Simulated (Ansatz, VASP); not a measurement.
**Ir in VASP and in Ansatz**

Contents of POSCAR:

```
Ir
1.0
    0.0000000000      1.9347773839      1.9347773839
    1.9347773839      0.0000000000      1.9347773839
    1.9347773839      1.9347773839      0.0000000000
Ir
1
Direct
    0.0000000000      0.0000000000      0.0000000000
```

INCAR.step1

```
ALGO = Normal
EDIFF = 1E-4
ENCUT = 520
GGA = PE
ISMEAR = 0
LASPH = True
LCHARG = False
LREAL = False
LWAVE = True
NBANDS = 10
NELM = 100
PREC = Accurate
SIGMA = 0.05
```

INCAR.step2

```
ALGO = Normal
EDIFF = 1E-6
ENCUT = 520
ISIF = 2
ISMEAR = 0
ISTART = 1
LASPH = True
LCHARG = False
LMIXTAU = True
LREAL = False
LWAVE = False
METAGGA = R2SCAN
NBANDS = 10
NELM = 100
PREC = Accurate
SIGMA = 0.05
```

KPOINTS

```
k-points
0
Gamma
  20 20 20
```

Input for Ansatz:

```yaml
crystal:
  lattice:
    - [0.0, 1.9347773841, 1.9347773841]
    - [1.9347773841, 0.0, 1.9347773841]
    - [1.9347773841, 1.9347773841, 0.0]
  atoms:
    - { symbol: Ir, position: [0.0, 0.0, 0.0] }
basis:
  ecutwfc: 500
  ecutrho_ratio: 4
kpoints:
  mp_grid: { grid: [20, 20, 20] }
hamiltonian:
  xc: r2scan
scf:
  occupations: { method: gaussian, width: 0.05 }
output:
  forces: true
  stress: true
  eigenvalues: true
```

Alike in both runs: task single point; functional r2SCAN; k mesh 20 × 20 × 20; occupations gaussian, width 0.05 eV; no spin polarisation.

```csv
,VASP,Ansatz
version,VASP 6.6.1,Ansatz 0.2.0
potentials or method,"VASP PAW PBE potentials, release 64 (Ir)","scalar-relativistic, plane waves, PAW"
plane-wave cutoff (eV),520,500
valence electrons in the cell,9,17
```

Ansatz gave:

- gap on the k mesh at the Fermi level (eV): none
- pressure (GPa): -7.2

Problem. Which values does VASP return?

Solution. gap on the k mesh at the Fermi level (eV): none; pressure (GPa): -5.0.

A gap of «none» marks a metal or a gap that the smearing closes. With one functional, cell and mesh, what is left measures potentials, basis and numerics. The two sets of potentials don't hold the same shells in valence.

Caveats: the PAW data sets were made with another functional, which shifts forces and pressure a little (VASP). The runs have no spin-orbit coupling, so splittings on Ir are missing.
